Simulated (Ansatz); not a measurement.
## Molecular dynamics of WC

The input (input.yaml):

```yaml
crystal:
  lattice:
    - [-2.993637, -5.185131, 0.0]
    - [4.490455, -2.592565, 0.0]
    - [0.0, 0.0, 5.875883]
  atoms:
    - { symbol: W, position: [0.77690649, 0.48922119, 0.00589018] }
    - { symbol: C, position: [0.44590214, 0.65270879, 0.25160468] }
    - { symbol: W, position: [0.75746152, 0.51606891, 0.48405915] }
    - { symbol: C, position: [0.49956445, 0.62330577, 0.77287668] }
    - { symbol: W, position: [0.46968915, -0.02571377, 0.02884948] }
    - { symbol: C, position: [0.28016253, 0.12624985, 0.27135846] }
    - { symbol: W, position: [0.50067442, -0.01878735, 0.53184058] }
    - { symbol: C, position: [0.27848611, 0.171807, 0.76804884] }
    - { symbol: W, position: [0.2498981, 0.51651212, 0.0032979] }
    - { symbol: C, position: [0.03595454, 0.58569497, 0.29235563] }
    - { symbol: W, position: [0.25863095, 0.50633406, 0.5097893] }
    - { symbol: C, position: [-0.02201202, 0.64944566, 0.79645021] }
    - { symbol: W, position: [0.05941569, 0.04262711, -0.00607405] }
    - { symbol: C, position: [0.72047925, 0.13342326, 0.21818918] }
    - { symbol: W, position: [-0.02601886, -0.04544976, 0.49072738] }
    - { symbol: C, position: [0.69450769, 0.16636569, 0.77497281] }
basis:
  ecutwfc: 420.0
kpoints:
  mp_grid: { grid: [3, 3, 3] }
hamiltonian:
  xc: pbe
  pseudopotentials: { kind: paw, azcp: { folder: soft_1 } }
scf:
  occupations: { method: fermi_dirac, width: 0.36 }
  lower_state_search: "off"
md:
  timestep: 0.75
  n_steps: 200
  ensemble: nve
  temperature: 2520.0
  initial_velocities: maxwell_boltzmann
  seed: 2911
```

Run as:

```bash
$ ansatz run input.yaml --threads 2 --pin off --max-ram 5120MiB --backend cpu --events-out ev --progress --plain --runs-dir out
```

It goes on from the last frame of an earlier run, with new velocities.

Output, in part (step lines):

```
md step     0: t =     0.00 fs  T =  2520.0 K  F+E_penalty+E_count = -85087.03271603 eV  E_kin = 4.886028 eV  conserved = -85082.14668807 eV  (9 SCF iters)
md step     1: t =     0.75 fs  T =  2571.4 K  F+E_penalty+E_count = -85087.13269411 eV  E_kin = 4.985739 eV  conserved = -85082.14695525 eV  (6 SCF iters)
md step     2: t =     1.50 fs  T =  2643.0 K  F+E_penalty+E_count = -85087.27181708 eV  E_kin = 5.124493 eV  conserved = -85082.14732361 eV  (6 SCF iters)
md step     3: t =     2.25 fs  T =  2731.7 K  F+E_penalty+E_count = -85087.44434505 eV  E_kin = 5.296579 eV  conserved = -85082.14776576 eV  (6 SCF iters)
md step     4: t =     3.00 fs  T =  2834.2 K  F+E_penalty+E_count = -85087.64340543 eV  E_kin = 5.495160 eV  conserved = -85082.14824509 eV  (6 SCF iters)
md step     5: t =     3.75 fs  T =  2946.4 K  F+E_penalty+E_count = -85087.86154258 eV  E_kin = 5.712821 eV  conserved = -85082.14872203 eV  (4 SCF iters)
md step     6: t =     4.50 fs  T =  3064.7 K  F+E_penalty+E_count = -85088.09130546 eV  E_kin = 5.942143 eV  conserved = -85082.14916199 eV  (3 SCF iters)
md step     7: t =     5.25 fs  T =  3185.4 K  F+E_penalty+E_count = -85088.32578300 eV  E_kin = 6.176245 eV  conserved = -85082.14953761 eV  (3 SCF iters)
[... lines left out ...]
md step   199: t =   149.25 fs  T =  4076.7 K  F+E_penalty+E_count = -85090.05474786 eV  E_kin = 7.904269 eV  conserved = -85082.15047857 eV  (4 SCF iters)
md step   200: t =   150.00 fs  T =  4113.9 K  F+E_penalty+E_count = -85090.12725114 eV  E_kin = 7.976466 eV  conserved = -85082.15078477 eV  (7 SCF iters)
```

The steps, from the saved trajectory:

| time (fs) | T (K) | potential energy less start (eV) | conserved less start (meV/atom) |
| --- | --- | --- | --- |
| 0 | 2520 | 0.000 | 0.00 |
| 4.5 | 3065 | -1.059 | -0.15 |
| 9 | 3738 | -2.366 | -0.23 |
| 13.5 | 4122 | -3.110 | -0.26 |
| 18 | 4094 | -3.056 | -0.18 |
| 22.5 | 3941 | -2.757 | -0.10 |
| 27 | 3947 | -2.769 | -0.16 |
| 31.5 | 3899 | -2.677 | -0.19 |
| 36 | 3673 | -2.239 | -0.13 |
| 40.5 | 3514 | -1.928 | -0.06 |
| 45 | 3702 | -2.293 | -0.08 |
| 49.5 | 4153 | -3.169 | -0.21 |
| 54 | 4321 | -3.496 | -0.29 |
| 58.5 | 3913 | -2.704 | -0.20 |
| 63 | 3292 | -1.498 | -0.08 |
| 67.5 | 3041 | -1.011 | -0.05 |
| 72 | 3287 | -1.489 | -0.16 |
| 76.5 | 3595 | -2.087 | -0.18 |
| 81 | 3789 | -2.464 | -0.17 |
| 85.5 | 3840 | -2.563 | -0.22 |
| 90 | 3526 | -1.954 | -0.25 |
| 94.5 | 2872 | -0.683 | -0.05 |
| 99 | 2779 | -0.501 | 0.09 |
| 103.5 | 3755 | -2.397 | -0.18 |
| 108 | 4712 | -4.258 | -0.42 |
| 112.5 | 4569 | -3.979 | -0.38 |
| 117 | 3490 | -1.882 | -0.10 |
| 121.5 | 2701 | -0.351 | 0.06 |
| 126 | 2923 | -0.782 | -0.09 |
| 130.5 | 3563 | -2.025 | -0.25 |
| 135 | 3880 | -2.641 | -0.27 |
| 139.5 | 3755 | -2.396 | -0.13 |
| 144 | 3744 | -2.375 | -0.09 |
| 148.5 | 4031 | -2.933 | -0.21 |

The run went to its last step. The conserved energy stayed within 0.44 meV per atom of its start (net change -0.26 meV per atom), so the integration is sound. The kinetic energy rose, since the run started high on the potential surface and went downhill. A run of 0.15 ps of so small a system gives no equilibrium averages. Limits of this set-up: coarse k mesh.

Mean squared displacements from the first frame to the last, about the centre of mass: W 0.10 Å², C 0.20 Å².

Last frame:

```xyz
16
Lattice="-2.9936 -5.1851 0.0000 4.4905 -2.5926 0.0000 0.0000 0.0000 5.8759" Properties=species:S:1:pos:R:3
W 0.125 -5.241 0.135
C 1.213 -4.168 1.486
W -0.031 -5.350 2.796
C 1.734 -4.186 4.888
W -1.473 -2.524 0.037
C -0.033 -1.529 1.502
W -1.784 -2.646 2.888
C 0.140 -1.554 4.602
W 1.408 -2.450 0.077
C 3.034 -1.721 1.395
W 1.565 -2.681 3.047
C 3.162 -1.755 4.454
W -0.243 0.033 0.059
C -1.628 -4.404 1.569
W 0.153 -0.056 3.005
C -1.603 -4.227 4.353
```

The run took 29 min on 2 threads of Arm Neoverse V1, on a shared host, peak memory 0.69 GiB.
